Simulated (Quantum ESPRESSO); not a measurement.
# Er under changes of volume

One of the cells (30.642 Å³/atom); the others are scaled copies at fixed shape and fractional positions:

```xyz
2
Lattice="3.5588 0.0000 0.0000 -1.7794 3.0820 0.0000 0.0000 0.0000 5.5874" Properties=species:S:1:pos:R:3 pbc="T T T"
Er    1.7794    1.0273    4.1905
Er    0.0000    2.0547    1.3968
```

- Program: Quantum ESPRESSO 7.5
- Functional: PBEsol
- Potentials or basis: SSSP 1.3 efficiency PBE
- Cutoff: 748 eV
- Density cutoff: 5987 eV
- k mesh: 9 × 9 × 5
- Occupations: fermi-dirac, width 0.05 eV
- Spin: collinear spin, ferromagnetic start
- Starting moments: [3.0, 3.0] μB

```csv
volume (Å³/atom),energy over the lowest point (meV/atom),pressure (GPa),moment (μB per cell)
28.804,0.00,0.5,4.60
29.416,0.23,0.0,4.59
30.029,2.59,-0.7,4.58
30.642,6.82,-1.1,4.56
31.255,12.73,-1.5,4.54
31.868,20.17,-2.0,4.52
32.481,?,?,?
```

**Question.** What does the run at 32.481 Å³/atom give?

**Answer.** Energy over the lowest point 28.96 meV/atom; pressure -2.3 GPa; moment 4.50 μB per cell.

Worked out: A Birch-Murnaghan fit of order 3 (a polynomial in V^(-2/3)) to the other rows has its minimum at 29.04 Å³/atom with B0 = V·E''(V) = 28 GPa and B' = 4.3 at fixed shape and positions, which overstates the stiffness. It gives 28.95 meV/atom at 32.481 Å³/atom, against the run's 28.96, and -dE/dV = -2.5 GPa, against -2.3. A straight line through the other rows of the moment, of slope -0.0266 μB per Å³/atom, extrapolates to 4.51 μB, against the run's 4.50.

Energies are extrapolated to zero smearing.

Caveats: the potentials were made for another functional, which shifts forces and pressure; the magnetic or orbital state may not be the lowest.
